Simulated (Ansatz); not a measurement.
# Chromium, hcp under revPBE: ground state and equation of state

The plan for chromium in the hcp structure: relax it, solve it on a dense k-mesh, then scale the cell to 7 volumes from 88 to 112 % of the relaxed one and try a fit of the equation of state. The start is antiferromagnetic (alternate layers). The k-meshes are 14×14×8 for the relaxation; 24×24×12 for the dense run; 16×16×8 for the volumes.

This is Cr in the hcp structure; at room conditions it is bcc.

Program: Ansatz 0.2.0. Level of theory: DFT revPBE, plane waves (420 eV) with PAW, scalar-relativistic; PAW files made under PBE, frozen cores solved again for the functional. These are calculated values, not measurements.

## (1) Starting point

The structure is hexagonal, space group P6_3/mmc (No. 194). Conventional cell: a = 2.569 Å, b = 2.569 Å, c = 4.196 Å, α = 90.00°, β = 90.00°, γ = 120.00°. Cr (site symmetry -6m2) has 12 Cr at 2.57 Å as nearest neighbours.

Coordinates:

```cif
data_structure
_symmetry_space_group_name_H-M 'P6_3/mmc'
_symmetry_Int_Tables_number 194
_cell_length_a 2.5693
_cell_length_b 2.5693
_cell_length_c 4.1956
_cell_angle_alpha 90.000
_cell_angle_beta 90.000
_cell_angle_gamma 120.000
_cell_volume 23.99
loop_
_atom_site_label
_atom_site_type_symbol
_atom_site_symmetry_multiplicity
_atom_site_Wyckoff_symbol
_atom_site_fract_x
_atom_site_fract_y
_atom_site_fract_z
_atom_site_occupancy
Cr1 Cr 2 c 0.33333 0.66667 0.25000 1
```

Starting moments (μB): +1.5, -1.5.

## (2) Geometry optimisation

File input.yaml:

```yaml
crystal:
  lattice:
    - [2.569259227, 0.0, 0.0]
    - [-1.2846296135, 2.2250437595, 0.0]
    - [0.0, 0.0, 4.1956003177]
  atoms:
    - { symbol: Cr, position: [0.3333333333, 0.6666666667, 0.25], spin: 1.5 }
    - { symbol: Cr, position: [0.6666666667, 0.3333333333, 0.75], spin: -1.5 }
hamiltonian:
  xc: revpbe
  pseudopotentials:
    kind: paw
    azcp:
      Cr: "pseudopotentials/Cr.paw.azcp"
basis:
  ecutwfc: 420
  fft_grid_basis: typed
kpoints:
  mp_grid: { grid: [14, 14, 8], shift: [0, 0, 0] }
magnetization:
  spin_polarized: true
scf:
  occupations: { method: fermi_dirac, width: 0.05 }
relax:
  max_steps: 60
  f_tol: 0.01
  cell: {}
```

After this run come: The energy on a finer k-mesh; Volume × 0.88; Volume × 0.92; Volume × 0.96; Volume × 1.0; Volume × 1.04; Volume × 1.08; Volume × 1.12.

**Question.** What will these runs give? Wanted: space group; conventional cell; volume; shortest distance; gap on the mesh; magnetic state; relative to bcc, antiferromagnetic; V₀, B₀, B₀′.

**Answer**, as computed:

| quantity | value |
| --- | --- |
| space group (spins left aside) | P6_3/mmc (No. 194) |
| conventional cell | a = 2.498 Å, c = 4.479 Å (c/a = 1.793) |
| volume | 12.102 Å³/atom |
| shortest distance | 2.498 Å |
| gap on the mesh | none (levels filled in part) |
| magnetic state | non-magnetic |
| relative to bcc, antiferromagnetic | +429 meV/atom |
| V₀, B₀, B₀′ | 12.100 Å³/atom, 225 GPa, 4.2 |

**Reading.** The relaxation enlarged the cell by 0.9 % in volume. It lies 429 meV/atom above the element's reference form at the same level (bcc, antiferromagnetic, from a run of its own); part of this is magnetic energy, as this run has no moments. The moments die out: the run ends non-magnetic. Levels at the Fermi energy are filled in part, as in a metal. The fitted modulus is 225 GPa; letting shape and positions relax at each volume could only lower it. The symmetry was held, so the structure may be unstable against distortions that break it.
